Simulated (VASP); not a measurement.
## From an Ansatz input to VASP: Be₂C (strained antifluorite)

Ansatz input

```yaml
crystal:
  lattice:
    - [0.0, 2.1604856385, 2.1496832103]
    - [2.1604856385, 0.0, 2.1496832103]
    - [2.1604856385, 2.1604856385, 0.0]
  atoms:
    - { symbol: C, position: [0.0, 0.0, 0.0] }
    - { symbol: Be, position: [0.25, 0.25, 0.25] }
    - { symbol: Be, position: [0.75, 0.75, 0.75] }
kpoints:
  mp_grid: { grid: [10, 10, 10] }
  band_path:
    path:
      - [0.0, 0.0, 0.0]
      - [0.5, 0.0, 0.5]
      - [0.625, 0.25, 0.625]
      - [0.375, 0.375, 0.75]
      - [0.5, 0.5, 0.5]
      - [0.5, 0.25, 0.75]
      - [0.5, 0.5, 0.0]
    npoints: 1
hamiltonian:
  xc: r2scan
scf:
  occupations: { method: fixed }
  n_extra_bands: 4
output:
  forces: true
  stress: true
  eigenvalues: true
```

Question: Write VASP inputs for this cell and level of theory.

Answer: 

INCAR

```
LWAVE = .FALSE.
ENCUT = 520
PREC = Accurate
ALGO = Normal
LCHARG = .TRUE.
EDIFF = 1E-7
NSW = 0
IBRION = -1
NBANDS = 11
LREAL = .FALSE.
METAGGA = R2SCAN
NELM = 120
LASPH = .TRUE.
SIGMA = 0.01
ISMEAR = 0
ISIF = 2
LELF = .TRUE.
```

KPOINTS

```
KPOINTS created by Atomic Simulation Environment
0
Gamma
10 10 10
0 0 0
```

KPOINTS_OPT

```
special points
7
Reciprocal
0.0000000000 0.0000000000 0.0000000000 1
0.5000000000 0.0000000000 0.5000000000 1
0.6250000000 0.2500000000 0.6250000000 1
0.3750000000 0.3750000000 0.7500000000 1
0.5000000000 0.5000000000 0.5000000000 1
0.5000000000 0.2500000000 0.7500000000 1
0.5000000000 0.5000000000 0.0000000000 1
```

POSCAR

```
C  Be
 1.0000000000000000
     0.0000000000000000    2.1604856385000000    2.1496832103000001
     2.1604856385000000    0.0000000000000000    2.1496832103000001
     2.1604856385000000    2.1604856385000000    0.0000000000000000
 C   Be
   1   2
Cartesian
  0.0000000000000000  0.0000000000000000  0.0000000000000000
  1.0802428192500000  1.0802428192500000  1.0748416051500000
  3.2407284577500004  3.2407284577500004  3.2245248154500001
```

VASP ran with the recommended PBE PAW datasets (8 valence electrons in the cell). Other inputs would serve too.

```json
{"": "gap between bands v and c", "Ansatz": "1.46 eV", "VASP": "1.45 eV"}
{"": "least direct gap", "Ansatz": "4.58 eV", "VASP": "4.56 eV"}
{"": "pressure", "Ansatz": "1.0 GPa", "VASP": "2.1 GPa"}
```

The two codes use different PAW datasets and cutoffs. VASP's cell holds 8 valence electrons and Ansatz's 8. Ansatz's stress includes a Pulay correction; VASP's doesn't.
